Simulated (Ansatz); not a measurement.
input.yaml (Ansatz)

```yaml
crystal:
  lattice:
    - [0.0, 1.7516770735, 1.7516770735]
    - [1.7516770735, 0.0, 1.7516770735]
    - [1.7516770735, 1.7516770735, 0.0]
  atoms:
    - { symbol: Fe, position: [0.0, 0.0, 0.0], spin: 2.5 }
hamiltonian:
  xc: lda
  pseudopotentials:
    kind: paw
    azcp:
      Fe: "pseudopotentials/Fe.paw.azcp"
basis:
  ecutwfc: 420
  fft_grid_basis: typed
kpoints:
  mp_grid: { grid: [18, 18, 18], shift: [0, 0, 0] }
magnetization:
  spin_polarized: true
scf:
  occupations: { method: fermi_dirac, width: 0.05 }
  lower_state_search: "off"
output:
  stress: true
```

Output

```
Warning: the record states the generating functional pbe (its physics header spells it `PBE`), which answers neither for hamiltonian.xc's functional nor for the lda family's — results may be inconsistent (PPs are generated against a specific XC)
Engine: ansatz 0.2.0, aarch64-unknown-linux-gnu
Pseudopotentials: kind: paw
Pseudopotential: Fe, paw, valence charge 16, recommended cutoff 420 eV (normal) 
Functional definition: SPW92
  exchange = slater_x
  correlation = pw_c
Crystal: 1 atoms, lattice volume = 10.750 Å³
Basis set: ecut = 420 eV, 181 PW (Γ)
Bands: 14, of which v1, the nominal top of the filled ones, is band 8 counted from 1 (7 counted from 0)
Symmetry: 48 space group operations
Space group: Fm-3m (ITA 225), of the structure as read, at distance tolerance 2.2e-5 Å
Magnetic group: BNS 225.116 (UNI 1618), of the structure as read, at distance tolerance 2.2e-5 Å
k-points: 195 of 5832
Non-local potential: Fe, projectors of the file, l = 0: 3, l = 1: 2, l = 2: 3, l = 3: 1
PAW form: soft (Blöchl's): semilocal exchange-correlation on the pseudo side does not see the compensation charge
PAW frozen core: Fe, regenerated for the run's functional, and the local potential with it (the file was generated under x = pbe(κ = 0.804, μ = 0.2195149727645171), c = pbe(β = 0.06672455060314922))
PAW one-centre angular grid: Fe, 590 points (default); XC on 64 Gauss nodes
Initial density: superposition of atomic densities (chi_scale 0.1, normalization cell)
Starting moments: Σ|m| = 2.5 μB on 1 of 1 site
Initial wavefunctions: pseudopotential atomic-orbital guess
Functional: x = slater, c = lda
SCF iter   1: F=—  HF=-4419.844754 eV  |F-HF|=—  |Δ(HF+E_count)|=         —  Δρ=1.13e-1 (↑1.13e-1 ↓3.94e-2)  dr2=7.25e-1  dr2_m=4.23e-1  M=1.785 μB ∫|m|=1.801 μB  β_m=0.30  ethr=3.10e-3  ⟨swp⟩=4.9  Hψ=25955  notcnv=0
SCF iter   2: F=—  HF=-4419.762149 eV  |F-HF|=—  |Δ(HF+E_count)|=   8.26e-2  Δρ=3.93e-2 (↑3.25e-2 ↓3.93e-2)  dr2=8.10e-3  dr2_m=1.25e-1  M=1.849 μB ∫|m|=1.867 μB  β_m=0.30  ethr=3.10e-3  ⟨swp⟩=2.0  Hψ=10482  notcnv=0  defer=332
SCF iter   3: F=—  HF=-4419.780028 eV  |F-HF|=—  |Δ(HF+E_count)|=   1.79e-2  Δρ=4.48e-2 (↑4.48e-2 ↓3.45e-2)  dr2=1.21e-2  dr2_m=1.52e-1  M=1.727 μB ∫|m|=1.752 μB  β_m=0.30  ethr=5.06e-5  ⟨swp⟩=2.2  Hψ=10282  notcnv=0  defer=329
SCF iter   4: F=—  HF=-4419.792760 eV  |F-HF|=—  |Δ(HF+E_count)|=   1.27e-2  Δρ=3.63e-2 (↑3.19e-2 ↓3.63e-2)  dr2=2.08e-3  dr2_m=1.14e-1  M=1.667 μB ∫|m|=1.695 μB  β_m=0.30  ethr=5.06e-5  ⟨swp⟩=2.1  Hψ=9369  notcnv=0  defer=328
SCF iter   5: F=—  HF=-4419.810400 eV  |F-HF|=—  |Δ(HF+E_count)|=   1.76e-2  Δρ=3.35e-2 (↑3.35e-2 ↓3.27e-2)  dr2=4.14e-5  dr2_m=1.08e-1  M=1.591 μB ∫|m|=1.624 μB  β_m=0.30  ethr=1.30e-5  ⟨swp⟩=1.8  Hψ=6594  notcnv=0  defer=323
SCF iter   6: F=—  HF=-4419.823828 eV  |F-HF|=—  |Δ(HF+E_count)|=   1.34e-2  Δρ=3.10e-2 (↑3.07e-2 ↓3.10e-2)  dr2=1.35e-5  dr2_m=9.36e-2  M=1.529 μB ∫|m|=1.565 μB  β_m=0.30  ethr=2.59e-7  ⟨swp⟩=2.1  Hψ=9487  notcnv=0  defer=323
SCF iter   7: F=—  HF=-4419.834308 eV  |F-HF|=—  |Δ(HF+E_count)|=   1.05e-2  Δρ=3.01e-2 (↑3.01e-2 ↓2.90e-2)  dr2=1.18e-4  dr2_m=8.61e-2  M=1.467 μB ∫|m|=1.505 μB  β_m=0.30  ethr=8.43e-8  ⟨swp⟩=2.0  Hψ=8640  notcnv=0  defer=322
...
SCF iter  26: F=-4419.899999 eV  HF=-4419.899999 eV  |F-HF|=1.39e-9  |Δ(HF+E_count)|=   5.64e-8  Δρ=7.23e-6 (↑3.56e-6 ↓7.23e-6)  dr2=1.95e-9  dr2_m=2.38e-9  M=-0.003 μB ∫|m|=0.003 μB  β_m=1.00  ethr=3.81e-10  ⟨swp⟩=2.1  Hψ=17769  notcnv=0
iter 27 did not close the SCF: its close was put off for a magnetic moment that had not settled (scf_convergence_deferred on its scf_iter line)
SCF iter  27: F=-4419.899999 eV  HF=-4419.899999 eV  |F-HF|=3.22e-10  |Δ(HF+E_count)|=   1.19e-8  Δρ=5.42e-6 (↑4.75e-6 ↓5.42e-6)  dr2=7.10e-11  dr2_m=2.49e-9  M=-0.002 μB ∫|m|=0.002 μB  β_m=1.00  ethr=1.22e-11  ⟨swp⟩=1.2  Hψ=15637  notcnv=0
iter 28 did not close the SCF: its close was put off for a magnetic moment that had not settled (scf_convergence_deferred on its scf_iter line)
SCF iter  28: F=-4419.899999 eV  HF=-4419.899999 eV  |F-HF|=1.44e-10  |Δ(HF+E_count)|=   1.89e-8  Δρ=2.97e-6 (↑1.36e-6 ↓2.97e-6)  dr2=2.07e-10  dr2_m=4.45e-10  M=-0.001 μB ∫|m|=0.001 μB  β_m=1.00  ethr=1.00e-12  ⟨swp⟩=1.0  Hψ=18437  notcnv=0
SCF iter  29: F=-4419.899999 eV  HF=-4419.899999 eV  |F-HF|=6.37e-12  |Δ(HF+E_count)|=   5.46e-9  Δρ=1.81e-7 (↑1.81e-7 ↓1.20e-7)  dr2=5.49e-12  dr2_m=1.17e-13  M=-0.000 μB ∫|m|=0.000 μB  ethr=1.00e-12  ⟨swp⟩=1.0  Hψ=17934  notcnv=0
WARN: the starting moments were not kept: the SCF closed with an absolute magnetisation of 2.0e-5 μB, where they sum to 2.5 μB in size (1 site). That is at most 0.1 of that sum. Measured as dr2_m measures the in/out step, that magnetisation stands 7.4e-10 eV from none, at or under the dr2_threshold of 1.0e-7 eV: it is no larger than a step whose dr2_m would equal this threshold. The system may hold no moment; this SCF shows only that its start led to no more than that. To try another start: raise the starting moments (crystal.atoms[].spin, magnetization.per_species, magnetization.initial_magnetization, or on a non-collinear deck that types none of these the spinor_matrix: blocks that start its atoms; where the total moment is fixed, keep their sum and leave initial_magnetization as it is; typed ones take the place of any that the run laid by itself, positive ones on a crystal's lanthanoids without a Hubbard term where scf.initial_density.shell_occupations: [] is typed) or, if the notice of its spin-set hold's release reads "site moments contracting" or "site moments show no strong build", lengthen the hold (scf.mixing.spin_hold: { on: { confirm: 4 } }; for m-r²SCAN on two components see the key's manual first). Each may lead to a state that holds a moment. A second SCF, from the converged charge density, with the starting moments and any scf.initial_density.shell_occupations laid on it anew, would have followed, and was not run: the deck does not ask for one (magnetization.retry_lost_moments is false, the default). To let it run, set magnetization.retry_lost_moments: true and run the deck again, where that key's refused combinations let it; where memory then withholds it, that run's warning says so.
SCF 1 converged in 29 iterations: F = -4419.899999 eV  dr2 = 5.49e-12
SCF converged after 29 iterations
Magnetization: -0.0000 μB (8.0000 up, 8.0000 down)
Absolute magnetization: 0.0000 μB (∫|ρ↑−ρ↓|, with the PAW one-centre terms)
Spin contamination: 0.0000 ħ² per cell (⟨S²⟩ above its minimum at these occupations)
Per-site moments (μB) at R_I (Å): [(-1.99124122746557e-5, 1.0218637581247068)]
Free energy (F): -4419.899999 eV
Harris-Foulkes:  -4419.899999 eV  (|F-HF|=6.37e-12)
Internal energy: -4419.884862 eV  (E = F + TS)
E sigma→0 (E₀):  -4419.892431 eV
Entropy (-TS):   -0.015138 eV (-15.138 meV/atom)
Fermi energy:    19.302853 eV
--- Per-component energies (eV) ---
  E_band       = -198.247626
  E_kinetic    = 353.531212
  E_local      = -1995.123826  (includes V_loc(G=0)·N_el)
  E_nonlocal   = 218.108268
  E_hartree    = 836.533307
  E_xc         = -118.147722
  E_vxc        = -152.913822  (∫ρ·V_xc dr)
  E_paw        = -1303.040172  (= ΣΔE_a)
  E_vpaw       = -294.916761  (= ΣTr[D̂ρ^β])
  E_aug_tail   = 0.000826  (compensation charges beyond the density's cutoff)
  E_ewald      = -2412.148291
  E_core_change = 0.401536  (= ΣΔE_core)
  E_smearing   = -0.015138  (= −TS)
  E_closure    = -0.000000  (closes the sum)
  Σ components = -4419.899999   (vs F -4419.899999, Δ=0.00e0)
--- Stress (GPa, compression-positive) ---
      -30.030928       0.000000      -0.000000
        0.000000     -30.030928       0.000000
       -0.000000      -0.000000     -30.030928
  P = ⅓ Tr σ = -30.0309 GPa (-300.309 kbar)
```
